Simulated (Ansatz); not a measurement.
# TiO2 (P4_2/mnm) in Ansatz: a series of runs

Aim: see how the results for TiO2 move with the level of theory and the settings. Levels: PBEsol, RPBE, revPBE. Tasks: band structure.

Program: Ansatz 0.2.0. These are calculated values, not measurements. Logs are shortened: lines on timing, memory, paths and dates and some standing lists are left out, and cuts for length are marked.

**What was measured.**

From “Shallow Valence Band of Rutile GeO2 and P-type Doping”, 2020, arxiv:2011.08928, for a bulk crystal of TiO2 at 1.6 K: band gap 3.03 eV (direct).

The results are compared with them further down.

### 1 The crystal as given

It takes space group P4_2/mnm (No. 136, tetragonal). The conventional cell has a = 4.600 Å, b = 4.600 Å, c = 2.959 Å, α = 90.00°, β = 90.00°, γ = 90.00°. Ti (site symmetry mmm) has 6 O at 1.95 to 1.98 Å as nearest neighbours. O (site symmetry m2m) has 3 Ti at 1.95 to 1.98 Å as nearest neighbours.

The cell is a database's computed one.

### 2 Band structure, PBEsol

Contents of input.yaml:

```yaml
crystal:
  lattice:
    - [4.5998373239, 0.0, 0.0]
    - [0.0, 4.5998373239, 0.0]
    - [0.0, 0.0, 2.95921356]
  atoms:
    - { symbol: Ti, position: [0.0, 0.0, 0.5] }
    - { symbol: Ti, position: [0.5, 0.5, 0.0] }
    - { symbol: O, position: [0.30432132, 0.30432132, 0.5] }
    - { symbol: O, position: [0.19567868, 0.80432132, 0.0] }
    - { symbol: O, position: [0.80432132, 0.19567868, 0.0] }
    - { symbol: O, position: [0.69567868, 0.69567868, 0.5] }
hamiltonian:
  xc: pbesol
  pseudopotentials: { kind: paw }
kpoints:
  mp_grid: { grid: [6, 6, 9] }
  band_path:
    path:
      - [[0.0, 0.0, 0.0], [0.0, 0.5, 0.0], [0.5, 0.5, 0.0], [0.0, 0.0, 0.0], [0.0, 0.0, 0.5], [0.0, 0.5, 0.5], [0.5, 0.5, 0.5], [0.0, 0.0, 0.5]]
      - [[0.0, 0.5, 0.0], [0.0, 0.5, 0.5]]
      - [[0.5, 0.5, 0.0], [0.5, 0.5, 0.5]]
    npoints: 14
scf:
  occupations: { method: fermi_dirac, width: 0.05 }
  n_extra_bands: 15
output:
  forces: true
  stress: true
  eigenvalues: true
  fatbands: false
```

Potentials or basis: Ansatz PAW.

Launch:

```
> ansatz run input.yaml --threads 2 --pin off --max-ram 5632MiB --backend cpu --events-out ev --progress --plain --runs-dir out
```

Standard output:

```text
Warning: RAYON_NUM_THREADS=2 ignored (pool sized by the plan → 2); use --threads N
scf.n_extra_bands = 15 over 24 filled bands (N_el = 48.0): the run solves 39 bands
Engine: ansatz 0.2.0, x86_64-unknown-linux-gnu
Pseudopotentials: kind: paw
Pseudopotential: Ti, paw, valence charge 12, recommended cutoff 420 eV (normal), Ti.paw.azcp
Pseudopotential: O, paw, valence charge 6, recommended cutoff 420 eV (normal), O.paw.azcp
Functional definition: PBEsol
  exchange = pbesol_x
  correlation = pbesol_c
Crystal: 6 atoms, lattice volume = 62.613 Å³
Basis set: ecut = 420 eV, 1217 PW (Γ), exchange–correlation on 64×64×40 points (8 copies of the dense FFT grid, shifted against one another)
Bands: 39, of which v1, the nominal top of the filled ones, is band 24 counted from 1 (23 counted from 0)
Symmetry: 16 space group operations
Space group: P42/mnm (ITA 136), of the structure as read, at distance tolerance 4.0e-5 Å
k-points: 50 of 324
Non-local potential: Ti, projectors of the file, l = 0: 3, l = 1: 2, l = 2: 3, l = 3: 1
Non-local potential: O, projectors of the file, l = 0: 2, l = 1: 2, l = 2: 1
PAW form: soft (Blöchl's): semilocal exchange-correlation on the pseudo side does not see the compensation charge
PAW frozen core: Ti, regenerated for the run's functional, and the local potential with it (the file was generated under x = pbe(κ = 0.804, μ = 0.2195149727645171), c = pbe(β = 0.06672455060314922))
PAW frozen core: O, regenerated for the run's functional, and the local potential with it (the file was generated under x = pbe(κ = 0.804, μ = 0.2195149727645171), c = pbe(β = 0.06672455060314922))
PAW one-centre angular grid: Ti, 590 points (default); XC on 64 Gauss nodes
PAW one-centre angular grid: O, 110 points (default); XC on 64 Gauss nodes
Initial density: superposition of atomic densities (neutral atoms: chi_scale 0, normalization atom), corrected by the library's trained network
Initial wavefunctions: pseudopotential atomic-orbital guess
Functional: x = pbesol(κ = 0.804, μ = 0.12345679012345678), c = pbesol(β = 0.046)
SCF iter   1: F=—  HF=-7199.642878 eV  |F-HF|=—  |Δ(HF+E_count)|=         —  Δρ=1.94e-2  dr2=2.00e-1  ethr=1.77e-3  ⟨swp⟩=5.8  Hψ=8302  notcnv=0  defer=62
preconditioner: auto → Resta (q_TF=auto, 2.610 Å⁻¹)  ε∞=4.9  [insulator: Δε(μ)=1.644 eV  Ē_g=13.471 eV  σ=0.050 eV  W_gap=1.00  n_scr=18 (ndim 8)  ℏωp=26.5 eV  f_vac=0.019  D(μ)=0.00/eV (n_scr^D=0)  ε∞_Penn≈4.9]
SCF iter   2: F=—  HF=-7199.612721 eV  |F-HF|=—  |Δ(HF+E_count)|=   3.02e-2  Δρ=1.06e-2  dr2=6.63e-2  ethr=4.18e-4  ⟨swp⟩=2.5  Hψ=3318  notcnv=0  defer=307
SCF iter   3: F=—  HF=-7199.600866 eV  |F-HF|=—  |Δ(HF+E_count)|=   1.19e-2  Δρ=2.61e-3  dr2=3.44e-3  ethr=1.38e-4  ⟨swp⟩=2.6  Hψ=2673  notcnv=0  defer=307
SCF iter   4: F=—  HF=-7199.600241 eV  |F-HF|=—  |Δ(HF+E_count)|=   6.25e-4  Δρ=6.49e-4  dr2=1.79e-4  ethr=7.18e-6  ⟨swp⟩=2.1  Hψ=3143  notcnv=0  defer=307
SCF iter   5: F=—  HF=-7199.600284 eV  |F-HF|=—  |Δ(HF+E_count)|=   4.25e-5  Δρ=1.32e-4  dr2=1.22e-5  ethr=3.73e-7  ⟨swp⟩=2.3  Hψ=2477  notcnv=0  defer=307
SCF iter   6: F=—  HF=-7199.600161 eV  |F-HF|=—  |Δ(HF+E_count)|=   1.23e-4  Δρ=3.17e-5  dr2=5.25e-7  ethr=2.55e-8  ⟨swp⟩=2.3  Hψ=2888  notcnv=0  defer=307
SCF iter   7: F=-7199.600161 eV  HF=-7199.600161 eV  |F-HF|=9.73e-9  |Δ(HF+E_count)|=   2.38e-7  Δρ=4.70e-6  dr2=1.27e-8  ethr=2.08e-10  ⟨swp⟩=8.6  Hψ=8446  notcnv=0
SCF 1 converged in 7 iterations: F = -7199.600161 eV  dr2 = 1.27e-8
NSCF: frozen V_eff on 129 k-points
SCF converged after 7 iterations
Free energy (F): -7199.600161 eV
Harris-Foulkes:  -7199.600161 eV  (|F-HF|=9.73e-9)
Internal energy: -7199.600161 eV  (E = F + TS)
E sigma→0 (E₀):  -7199.600161 eV
Fermi energy:    9.870799 eV
--- Per-component energies (eV) ---
  E_band       = -396.015004
  E_kinetic    = 1242.498090
  E_local      = -3084.064277  (includes V_loc(G=0)·N_el)
  E_nonlocal   = 200.043029
  E_hartree    = 1169.635153
  E_xc         = -486.643891
  E_vxc        = -619.450384  (∫ρ·V_xc dr)
  E_paw        = -2648.403026  (= ΣΔE_a)
  E_vpaw       = -474.322727  (= ΣTr[D̂ρ^β])
  E_aug_tail   = 0.010054  (compensation charges beyond the density's cutoff)
  E_ewald      = -3593.095214
  E_core_change = 0.419920  (= ΣΔE_core)
  E_smearing   = -0.000000  (= −TS)
  E_closure    = -0.000000  (closes the sum)
  Σ components = -7199.600161   (vs F -7199.600161, Δ=0.00e0)
--- Forces (eV/Å), atoms counted from 1 ---
  atom   1  Ti     0.00000000    -0.00000000     0.00000000
  atom   2  Ti     0.00000000     0.00000000     0.00000000
  atom   3  O      0.04880382     0.04880382     0.00000000
  atom   4  O     -0.04880382     0.04880382     0.00000000
  atom   5  O      0.04880382    -0.04880382     0.00000000
  atom   6  O     -0.04880382    -0.04880382     0.00000000
  max |Σ_I F_I| component: 0.00e0 eV/Å
--- Stress (GPa, compression-positive) ---
       -2.122697       0.000000       0.000000
        0.000000      -2.122697       0.000000
        0.000000       0.000000      -4.129342
  P = ⅓ Tr σ = -2.7916 GPa (-27.916 kbar)
--- Band table (eV; the first three rows and the last of 50) ---
  k-point 0: bands = ["-47.6394", "-47.6219", "-24.0714", "-24.0714", "-23.9039", "-23.9039", "-23.8670", "-23.8316", "-9.1599", "-7.9637", "-7.2183", "-7.2183", "3.1512", "3.5971", "3.9925", "5.1538", "5.1538", "6.3959", "6.3959", "6.9846", "8.2765", "8.5256", "8.5256", "8.9821", "10.8126", "11.0879", "11.3580", "11.4553", "11.4553", "13.3918", "13.5653", "15.6037", "15.6037", "16.5886", "16.6822", "20.3921", "20.3921", "23.2693", "24.4036"]
  k-point 1: bands = ["-47.6340", "-47.6176", "-24.0574", "-24.0574", "-23.9213", "-23.9013", "-23.9013", "-23.8888", "-9.0290", "-7.8895", "-7.2795", "-7.2795", "3.3326", "3.7337", "4.1356", "5.0027", "5.0027", "6.6078", "6.6586", "6.6586", "7.7571", "8.2735", "8.2735", "8.9202", "11.1220", "11.2126", "11.2763", "11.6166", "11.6166", "13.4646", "13.5780", "15.4112", "15.4112", "16.4202", "17.0491", "20.8997", "20.8997", "23.2992", "24.2665"]
  k-point 2: bands = ["-47.6202", "-47.6068", "-24.0562", "-24.0313", "-24.0207", "-24.0207", "-23.8961", "-23.8961", "-8.6794", "-7.7160", "-7.4340", "-7.4340", "3.8137", "4.0817", "4.5559", "4.8516", "4.8516", "5.8175", "6.7499", "7.0944", "7.0944", "7.6578", "7.6578", "8.6301", "11.1794", "11.4369", "11.6597", "11.9898", "11.9898", "13.1740", "13.9810", "15.1098", "15.1098", "15.8835", "18.0421", "22.0590", "22.0590", "23.4046", "23.7426"]
  k-point 49: bands = ["-47.5902", "-47.5902", "-24.2948", "-24.2948", "-23.9395", "-23.9395", "-23.9015", "-23.9015", "-7.8179", "-7.8179", "-7.5778", "-7.5778", "4.1870", "4.1870", "4.3703", "4.3703", "5.4391", "5.4391", "6.2879", "6.2879", "7.6417", "7.6417", "8.2698", "8.2698", "11.6040", "11.6040", "12.1408", "12.1408", "12.1526", "12.1526", "14.9365", "14.9365", "14.9899", "14.9899", "20.4331", "20.4331", "22.9381", "22.9381", "23.5268"]
```

Wall time 13 s (2 threads of Intel Xeon at 2.50GHz (Skylake/Cascade Lake), shared host); peak memory 0.43 GiB.

What came out:

```yaml
Free_energy: -7199.6002 eV
Pressure: -2.8 GPa
Largest_force: 0.069 eV/Å
Band_gap_on_the_k_mesh: 1.83 eV, direct
Band_gap_along_the_path: 1.83 eV, direct
```

Forces on the atoms (eV/Å):
```
Ti   0.000  0.000  0.000
Ti   0.000  0.000  0.000
O    0.049  0.049  0.000
O   -0.049  0.049  0.000
O    0.049 -0.049  0.000
O   -0.049 -0.049  0.000
```

Levels at the corners of the path, in eV from the valence-band top:
```csv
point,band 22,band 23,band 24,band 25,band 26,band 27
Γ,-0.46,-0.46,0.00,1.83,2.11,2.38
X,-1.66,-0.76,-0.76,2.50,2.50,3.01
M,-1.31,-1.08,-1.08,1.87,1.87,2.50
Γ,-0.46,-0.46,0.00,1.83,2.11,2.38
Z,-2.41,-1.44,-1.44,2.96,2.96,3.16
R,-2.06,-1.05,-1.05,1.87,1.87,3.18
A,-1.30,-0.68,-0.68,2.58,2.58,3.18
Z,-2.41,-1.44,-1.44,2.96,2.96,3.16
X,-1.66,-0.76,-0.76,2.50,2.50,3.01
R,-2.06,-1.05,-1.05,1.87,1.87,3.18
M,-1.31,-1.08,-1.08,1.87,1.87,2.50
A,-1.30,-0.68,-0.68,2.58,2.58,3.18
```

Caveat: the pressure holds a Pulay correction of +0.8 GPa for the finite cutoff; the PAW data sets come from PBE, with cores solved anew for the run's functional, which leaves a small shift of forces and pressure.

### 3 Band structure, RPBE

Edit input.yaml of step 2 so:

```diff
@@ -13,3 +13,3 @@
 hamiltonian:
-  xc: pbesol
+  xc: rpbe
   pseudopotentials: { kind: paw }
@@ -30,2 +30,2 @@
   eigenvalues: true
-  fatbands: false
+  fatbands: true
```

Potentials or basis: Ansatz PAW.

Launch:

```
> ansatz run input.yaml --threads 2 --pin off --max-ram 5632MiB --backend cpu --events-out ev --progress --plain --runs-dir out
```

Wall time 17 s (2 threads of Intel Xeon at 2.50GHz (Skylake/Cascade Lake), shared host); peak memory 0.43 GiB.

The run converged. Its results:

| Item | Value |
| --- | --- |
| Free energy | -7292.7915 eV |
| Pressure | 9.3 GPa |
| Largest force | 0.027 eV/Å |
| Band gap on the k mesh | 1.90 eV, direct |
| Band gap along the path | 1.90 eV, direct |

Forces on the atoms (eV/Å):
```
Ti   0.000  0.000  0.000
Ti   0.000  0.000  0.000
O   -0.019 -0.019  0.000
O    0.019 -0.019  0.000
O   -0.019  0.019  0.000
O    0.019  0.019  0.000
```

Stress tensor (GPa, compression positive):
```
9.43 0.00 0.00
0.00 9.43 0.00
0.00 0.00 9.18
```

Levels at the corners of the path, in eV from the valence-band top:
```
point  band 22  band 23  band 24  band 25  band 26  band 27
    Γ    -0.45    -0.45     0.00     1.90     2.20     2.43
    X    -1.63    -0.74    -0.74     2.57     2.57     3.04
    M    -1.30    -1.06    -1.06     1.94     1.94     2.54
    Γ    -0.45    -0.45     0.00     1.90     2.20     2.43
    Z    -2.32    -1.41    -1.41     2.99     2.99     3.20
    R    -2.02    -1.03    -1.03     1.95     1.95     3.22
    A    -1.28    -0.67    -0.67     2.63     2.63     3.23
    Z    -2.32    -1.41    -1.41     2.99     2.99     3.20
    X    -1.63    -0.74    -0.74     2.57     2.57     3.04
    R    -2.02    -1.03    -1.03     1.95     1.95     3.22
    M    -1.30    -1.06    -1.06     1.94     1.94     2.54
    A    -1.28    -0.67    -0.67     2.63     2.63     3.23
```

Caveat: the pressure holds a Pulay correction of +0.6 GPa for the finite cutoff; the PAW data sets come from PBE, with cores solved anew for the run's functional, which leaves a small shift of forces and pressure.

[end of part 1 of 2]
